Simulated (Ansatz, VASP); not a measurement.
## BaS: VASP beside Ansatz

```xyz
2
Lattice="0.0000 3.2144 3.2144 3.2144 0.0000 3.2144 3.2144 3.2144 0.0000" Properties=species:S:1:pos:R:3 pbc="T T T"
Ba    0.0000    0.0000    0.0000
S     3.2144    3.2144    3.2144
```

Alike in both runs: task relaxation of cell and atoms; functional PBE; k mesh 8 × 8 × 8; no spin polarisation.

|  | VASP | Ansatz |
| --- | --- | --- |
| version | VASP 6.6.1 | Ansatz 0.2.0 |
| potentials or method | VASP PAW PBE potentials, release 64 (Ba_sv, S) | scalar-relativistic, plane waves, PAW |
| plane-wave cutoff (eV) | 600 | 420 |
| occupations | gaussian, width 0.01 eV | fixed |
| valence electrons in the cell | 16 | 16 |

|  | VASP | Ansatz | Ansatz less VASP |
| --- | --- | --- | --- |
| gap on the k mesh at the Fermi level, each at its own relaxed structure (eV) | 2.16 | 2.23 | +0.075 |
| relaxed volume (Å³/atom) | 33.65 | 33.21 | -0.435 |
| relaxed cell length with the largest relative difference (Å) | 4.566 | 4.546 | -0.0198 |

Caveats: spin-orbit coupling is left out, which moves the levels of the heavy elements. PBE usually gives volumes a little too large and moduli too small. A k mesh can miss the band edges.
